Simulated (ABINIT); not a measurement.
# In (P6_3/mmc) in ABINIT: single point with LDA

Aim: the single point of In with LDA.

Program: ABINIT 10.8.3 (patched build). These are calculated values, not measurements. Logs are shortened: lines on timing, memory, paths and dates and some standing lists are left out, and cuts for length are marked. The log counts tension as positive stress, the text compression.

### 1 The crystal as given

Symmetry: P6_3/mmc, No. 194, hexagonal system. The conventional cell has a = 3.335 Å, b = 3.335 Å, c = 5.509 Å, α = 90.00°, β = 90.00°, γ = 120.00°. Around In (site symmetry -6m2) lie 12 In at 3.34 to 3.36 Å.

This isn't the form of In at room conditions, which is tetragonal.

### 2 Single point, LDA

The input, run.abi:

```
# Pseudopotentials
pp_dirpath "./"
pseudos "In.upf"

# Structure
acell 3*1.0
rprim
     6.3031527308     0.0000000000     0.0000000000
    -3.1515763654     5.4586903889     0.0000000000
     0.0000000000     0.0000000000    10.4107713002
ntypat 1
znucl 49
natom 2
typat 1 1
xred
     0.6666666667     0.3333333333     0.7500000000
     0.3333333333     0.6666666667     0.2500000000

# Plane-wave basis
ecut 35.0

# k points
kptopt 1
ngkpt 7 7 4
nshiftk 1
shiftk 0.0 0.0 0.0

# Exchange and correlation
ixc 7

# Bands and occupations
nband 17
occopt 3
tsmear 0.05 eV

# SCF cycle
nstep 100
tolvrs 1.0e-10

# Output
iomode 3
prtwf 0
prtden 0
prteig 0
prtebands 0
enunit 2
```

Potentials or basis: PseudoDojo NC SR LDA v0.4.1 standard.

Run with:

```bash
$ mpirun --bind-to none -np 4 abinit run.abi > log 2>&1
```

run.abo:

```text
.Version 10.8.3 of ABINIT
 Symmetries : space group P6_3/m m c (#194); Bravais hP (primitive hexag.)
================================================================================
 Values of the parameters that define the memory need of the present run
     intxc =       0    ionmov =       0      iscf =       7    lmnmax =       6
     lnmax =       6     mgfft =      60  mpssoang =       3    mqgrid =    3001
     natom =       2  nloc_mem =       1    nspden =       1   nspinor =       1
    nsppol =       1      nsym =      24    n1xccc =    2501    ntypat =       1
    occopt =       3   xclevel =       1
       mpw =        3570          nfft =       77760          nkpt =          24
================================================================================
================================================================================

--------------------------------------------------------------------------------
------------- Echo of variables that govern the present computation ------------
--------------------------------------------------------------------------------
 -outvars: echo values of preprocessed input variables --------
            acell      1.0000000000E+00  1.0000000000E+00  1.0000000000E+00 Bohr
              amu      1.14820000E+02
             ecut      3.50000000E+01 Hartree
           enunit           2
              ixc           7
         kptrlatt        7    0    0      0    7    0      0    0    4
          kptrlen      4.16430852E+01
            natom           2
            nband          17
            ngfft          36      36      60
             nkpt          24
            nstep         100
             nsym          24
           ntypat           1
           occopt           3
           prtden           0
        prtebands           0
           prteig           0
            prtwf           0
            rprim      6.3031527308E+00  0.0000000000E+00  0.0000000000E+00
                      -3.1515763654E+00  5.4586903889E+00  0.0000000000E+00
                       0.0000000000E+00  0.0000000000E+00  1.0410771300E+01
          spgroup         194
           tolvrs      1.00000000E-10
           tsmear      1.83746611E-03 Hartree
            typat      1  1
           xangst      1.6677423899E+00  9.6287151774E-01  4.1318571872E+00
                      -4.0362251250E-17  1.9257430355E+00  1.3772857291E+00
            xcart      3.1515763654E+00  1.8195634630E+00  7.8080784752E+00
                      -7.6273600687E-17  3.6391269259E+00  2.6026928251E+00
             xred      6.6666666667E-01  3.3333333333E-01  7.5000000000E-01
                       3.3333333333E-01  6.6666666667E-01  2.5000000000E-01
            znucl       49.00000

================================================================================

 chkinp: Checking input parameters for consistency.

[... 93 lines left out ...]

 ----iterations are completed or convergence reached----

 Mean square residual over all n,k,spin=   84.582E-08; max=  23.310E-05
 reduced coordinates (array xred) for    2 atoms
       0.666666666667      0.333333333333      0.750000000000
       0.333333333333      0.666666666667      0.250000000000
 rms dE/dt=  1.5546E-28; max dE/dt=  2.6926E-28; dE/dt below (all hartree)
    1      -0.000000000000      0.000000000000     -0.000000000000
    2       0.000000000000      0.000000000000      0.000000000000

 cartesian coordinates (angstrom) at end:
    1      1.66774238985877     0.96287151774048     4.13185718718853
    2     -0.00000000000000     1.92574303548096     1.37728572906284

 cartesian forces (hartree/bohr) at end:
    1      0.00000000000000     0.00000000000000     0.00000000000000
    2     -0.00000000000000    -0.00000000000000    -0.00000000000000
 frms,max,avg= 2.8479363E-29 4.2719022E-29   0.000E+00  0.000E+00  0.000E+00 h/b

 cartesian forces (eV/Angstrom) at end:
    1      0.00000000000000     0.00000000000000     0.00000000000000
    2     -0.00000000000000    -0.00000000000000    -0.00000000000000
 frms,max,avg= 1.4644677E-27 2.1967005E-27   0.000E+00  0.000E+00  0.000E+00 e/A
 length scales=  1.000000000000  1.000000000000  1.000000000000 bohr
              =  0.529177210544  0.529177210544  0.529177210544 angstroms
 Fermi (or HOMO) energy (hartree) =   0.22683   Average Vxc (hartree)=  -0.39723
 Eigenvalues (hartree) for nkpt=  24  k points:
 kpt#   1, nband= 17, wtk=  0.00510, kpt=  0.0000  0.0000  0.0000 (reduced coord)
  -0.31134   -0.30931   -0.30809   -0.30809   -0.30710   -0.30710   -0.30457   -0.30457
  -0.29792   -0.29792   -0.12310    0.05911    0.10317    0.52980    0.52980    0.59636
   0.59939
      occupation numbers for kpt#   1
   2.00000    2.00000    2.00000    2.00000    2.00000    2.00000    2.00000    2.00000
   2.00000    2.00000    2.00000    2.00000    2.00000    0.00000    0.00000    0.00000
   0.00000
 prteigrs : prtvol=0 or 1, do not print more k-points.

 Fermi (or HOMO) energy (eV) =   6.17228   Average Vxc (eV)= -10.80924
 Eigenvalues (   eV  ) for nkpt=  24  k points:
 kpt#   1, nband= 17, wtk=  0.00510, kpt=  0.0000  0.0000  0.0000 (reduced coord)
  -8.47205   -8.41666   -8.38357   -8.38357   -8.35675   -8.35675   -8.28766   -8.28766
  -8.10695   -8.10695   -3.34969    1.60855    2.80731   14.41649   14.41649   16.22782
  16.31019
 prteigrs : prtvol=0 or 1, do not print more k-points.

--- !EnergyTerms
iteration_state     : {dtset: 1, }
comment             : Components of total free energy in Hartree
kinetic             :  8.32694269369064E+01
hartree             :  2.76115691541624E+01
xc                  : -3.94196879407912E+01
Ewald energy        : -8.65905105065267E+01
psp_core            :  3.66443975740212E+00
local_psp           : -9.15399379567745E+01
non_local_psp       : -2.94905781525523E+01
internal            : -1.32495278708174E+02
'-kT*entropy'       : -2.40148496013302E-04
total_energy        : -1.32495518856670E+02
total_energy_eV     : -3.60538673947050E+03
band_energy         : -5.59234083612908E+00
...

 Cartesian components of stress tensor (hartree/bohr^3)
  sigma(1 1)=  1.02514131E-04  sigma(3 2)=  0.00000000E+00
  sigma(2 2)=  1.02514131E-04  sigma(3 1)=  0.00000000E+00
  sigma(3 3)=  1.29995366E-04  sigma(2 1)=  0.00000000E+00

-Cartesian components of stress tensor (GPa)         [Pressure= -3.2856E+00 GPa]
- sigma(1 1)=  3.01606988E+00  sigma(3 2)=  0.00000000E+00
- sigma(2 2)=  3.01606987E+00  sigma(3 1)=  0.00000000E+00
- sigma(3 3)=  3.82459572E+00  sigma(2 1)=  0.00000000E+00

== END DATASET(S) ==============================================================
================================================================================

 -outvars: echo values of variables after computation  --------
            acell      1.0000000000E+00  1.0000000000E+00  1.0000000000E+00 Bohr
           etotal     -1.3249551886E+02
            fcart      4.2719022339E-29  2.4663839047E-29  5.0515687549E-32
                      -4.2719022339E-29 -2.4663839047E-29 -5.0515687549E-32
            rprim      6.3031527308E+00  0.0000000000E+00  0.0000000000E+00
                      -3.1515763654E+00  5.4586903889E+00  0.0000000000E+00
                       0.0000000000E+00  0.0000000000E+00  1.0410771300E+01
           strten      1.0251413143E-04  1.0251413107E-04  1.2999536634E-04
                       0.0000000000E+00  0.0000000000E+00  0.0000000000E+00
           xangst      1.6677423899E+00  9.6287151774E-01  4.1318571872E+00
                      -4.0362251250E-17  1.9257430355E+00  1.3772857291E+00
             xred      6.6666666667E-01  3.3333333333E-01  7.5000000000E-01
                       3.3333333333E-01  6.6666666667E-01  2.5000000000E-01
 Calculation completed.
```

Run time: 5.8 s. Hardware: 4 MPI ranks of AMD EPYC 9R45 (Zen 5), shared host; peak memory 0.28 GiB.

Results:

```yaml
Free_energy: -3605.3867 eV
Pressure: -3.3 GPa
Band_gap_on_the_k_mesh: none (metal or under the smearing width)
Valence_electrons_inside_the_program's_atomic_spheres: In 9.91 (radii [1.0584] Å)
```

Stress tensor (GPa, compression positive):
```
-3.02  0.00  0.00
 0.00 -3.02  0.00
 0.00  0.00 -3.82
```

Levels at points of the mesh, in eV from the Fermi level:
```
           k point  band 11  band 12  band 13  band 14  band 15  band 16
(0.00, 0.00, 0.00)    -9.52    -4.56    -3.36     8.24     8.24    10.06
(0.00, 0.00, 0.50)    -8.17    -8.17     2.85     2.85     9.23     9.23
```
